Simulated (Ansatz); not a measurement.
## Band structure of AgI

```xyz
4
Lattice="4.5800 0.0000 0.0000 -2.2900 3.9664 0.0000 0.0000 0.0000 7.5100" Properties=species:S:1:pos:R:3 pbc="T T T"
Ag    0.0000    2.6443    0.0000
Ag    2.2900    1.3221    3.7550
I     0.0000    2.6443    2.8163
I     2.2900    1.3221    6.5713
```

Atoms are numbered in the order listed.

The cell is COD entry 1011050, as deposited and not checked against the literature; nothing was relaxed. It is an old determination, and later ones may differ.

Spin–orbit coupling is left out, though it moves levels of the heavy atoms by tenths of an eV or more.

Level of theory: DFT, LDA, all-electron LAPW, scalar-relativistic in Ansatz 0.2.0.

Numerical set-up: a Γ-centred 8×8×4 k mesh, Fermi–Dirac smearing of 0.01 eV, basis error target 0.5 meV/atom, no spin polarisation.

Points in fractions of the reciprocal vectors of this cell: Γ (0, 0, 0), M (0.5, 0, 0), K (0.333, 0.333, 0), A (0, 0, 0.5), L (0.5, 0, 0.5), H (0.333, 0.333, 0.5). The path joins them by straight lines in the order Γ–M–K–Γ–A–L–H–A–L; legs that retrace an earlier one aren't tabulated. Energies are in eV from the top of the valence band.

Question: Is there a gap, and where are the band edges?

Answer: 1.08 eV, direct at Γ.

Question: List the levels between -8 and 6 eV at the symmetry points.

Answer: 
Γ: -4.26 (×3), -4.24, -4.12 (×2), -3.18 (×2), -3.08 (×2), -2.98, -0.73 (×2), -0.08, 0.00 (×2), 1.08, 2.43, 5.64 (×2), 5.77
M: -4.39, -4.31, -4.10, -3.93, -3.88, -3.80, -3.16, -3.10, -3.06, -3.03, -2.79, -2.69, -2.26, -1.82, -1.08, -0.74, 3.14, 3.42, 4.63, 5.69
K: -4.26, -4.03 (×2), -3.87 (×3), -3.20 (×2), -3.19, -3.17, -2.66 (×2), -2.62, -1.58 (×2), -1.37, 4.20, 4.38 (×2)
A: -4.36 (×2), -4.20 (×4), -3.12 (×4), -1.76 (×2), -0.38 (×4), 2.43 (×2), 5.44 (×2), 5.96 (×4)
L: -4.50 (×2), -3.97 (×2), -3.92 (×2), -3.08 (×2), -2.99 (×2), -2.88 (×2), -1.28 (×4), 3.05 (×2), 4.72 (×2)
H: -4.30 (×2), -4.11 (×2), -3.84 (×2), -3.19 (×2), -2.95 (×2), -2.82 (×2), -1.99 (×2), -1.17 (×2), 3.76 (×2), 5.50 (×2), 5.78 (×2)

Kohn–Sham gaps of semilocal functionals usually fall short of measured ones.
